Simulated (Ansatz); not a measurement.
Relaxed sheet of C, cell area A = 5.265 Å²:

```yaml
crystal:
  lattice:
    - [2.46570, -0.00001, 0.00000]
    - [1.23286, 2.13535, 0.00000]
    - [0.00000, 0.00000, 26.00154]
  periodic: [true, true, false]
  atoms:
    - { symbol: C, position: [0.16562, 0.16562, 0.50000] }
    - { symbol: C, position: [0.49896, 0.49896, 0.50000] }
```

Theory: Ansatz 0.2.0, DFT PBE+D3(BJ), scalar-relativistic, plane waves, PAW. Plane waves to 420 eV, a k mesh through Γ of 21×21×1 on the computed 2-atom cell and Gaussian smearing (0.10 eV); no spin polarisation. The sheet is isolated along c (Coulomb cut-off).

Under biaxial strain, atoms relaxed, stress positive in compression; ΔE is the free energy at this smearing, of which the stress is the derivative:

```csv
strain (%),σxx (N/m),σyy (N/m),ΔE (meV/cell),thickness (Å)
-2,9.543,9.543,59.78,0.000
+2,-7.730,-7.730,53.26,0.000
```

(1) Which in-plane elastic constants follow from the stresses?

(2) Do the energies agree?

Results:

(1) With εxx = εyy = ε the tension along x is (C11 + C12)ε. The central difference gives C11 + C12 = (9.543 − (-7.730))/0.04 = 431.8 N/m and C22 + C12 = 431.8 N/m. The layer modulus for a change of area, (C11 + C22 + 2C12)/4, is 215.9 N/m.

(2) The second difference [ΔE(−ε) + ΔE(+ε)]/(A·ε²) = (59.78 + 53.26) meV/(5.265 Å² × 0.0004) × 16.02 N/m per eV/Å² = 859.9 N/m should equal C11 + C22 + 2C12 = 863.6 N/m; they differ by 0.4 %, so the two routes agree. The stress in compression and in tension differ in size because of the third-order constants.

The reference crystal is a form of C, which isn't its usual structure.

The sheet is graphene, and its large layer modulus of 215.9 N/m reflects the stiffness of its carbon-carbon bonds, in which an sp² σ framework is reinforced by delocalised π bonding. Equal biaxial strain preserves the hexagonal symmetry, so every bond changes length by the same fraction while the bond angles stay fixed. The modulus therefore measures bond stretching almost alone, without the softer angle bending that enters under shear or uniaxial load. The equal stresses along x and y follow from the same symmetry.

Compression costs more than tension, 59.78 against 53.26 meV/cell, because the bond potential is anharmonic: repulsion rises steeply as the bonds shorten, whereas the restoring force weakens as they lengthen.

The zero thickness under compression is no evidence that a free sheet would stay flat, since mirror symmetry removes any out-of-plane force from a planar start and the small cell excludes long-wavelength ripples, by which a real membrane would readily relieve the load.
